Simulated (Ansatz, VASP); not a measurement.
**Two plane-wave programs on Ru**

Contents of INCAR:

```
SYSTEM = Ru
  PREC = Accurate
  ENCUT = 520
  EDIFF = 1E-6
  ISMEAR = 0
  SIGMA = 0.05
  LREAL = .False.
  LASPH = .True.
  NELM = 100
  ALGO = Normal
  ISIF = 2
  LWAVE = .False.
  LCHARG = .True.
  GGA = PE
  LELF = .True.
  LVHAR = .True.
  NBANDS = 13
```

The input KPOINTS:

```
Automatic mesh
0
Gamma
  10 10 10
  0 0 0
```

The input POSCAR:

```
Ru
1.0
   -1.5537761820      1.5537761820      1.5537761820
    1.5537761820     -1.5537761820      1.5537761820
    1.5537761820      1.5537761820     -1.5537761820
Ru
1
Direct
    0.0000000000      0.0000000000      0.0000000000
```

Input for Ansatz:

```yaml
crystal:
  lattice:
    - [-1.553776182, 1.553776182, 1.553776182]
    - [1.553776182, -1.553776182, 1.553776182]
    - [1.553776182, 1.553776182, -1.553776182]
  atoms:
    - { symbol: Ru, position: [0.0, 0.0, 0.0] }
basis:
  ecutwfc: 420
  ecutrho_ratio: 4
kpoints:
  mp_grid: { grid: [10, 10, 10] }
hamiltonian:
  xc: pbe
scf:
  occupations: { method: gaussian, width: 0.05 }
output:
  forces: true
  stress: true
  eigenvalues: true
```

Alike in both runs: task single point; functional PBE; k mesh 10 × 10 × 10; occupations gaussian, width 0.05 eV; no spin polarisation.

|  | VASP | Ansatz |
| --- | --- | --- |
| version | VASP 6.6.1 | Ansatz 0.2.0 |
| potentials or method | VASP PAW PBE potentials, release 64 (Ru_pv) | scalar-relativistic, plane waves, PAW |
| plane-wave cutoff (eV) | 520 | 420 |
| valence electrons in the cell | 14 | 16 |

```tsv
	VASP	Ansatz	Ansatz less VASP
gap on the k mesh at the Fermi level (eV)	none	none	-
pressure (GPa)	-13.1	-13.1	+0.03
```

A gap of «none» marks a metal or a gap that the smearing closes. The two sets of potentials don't hold the same shells in valence.
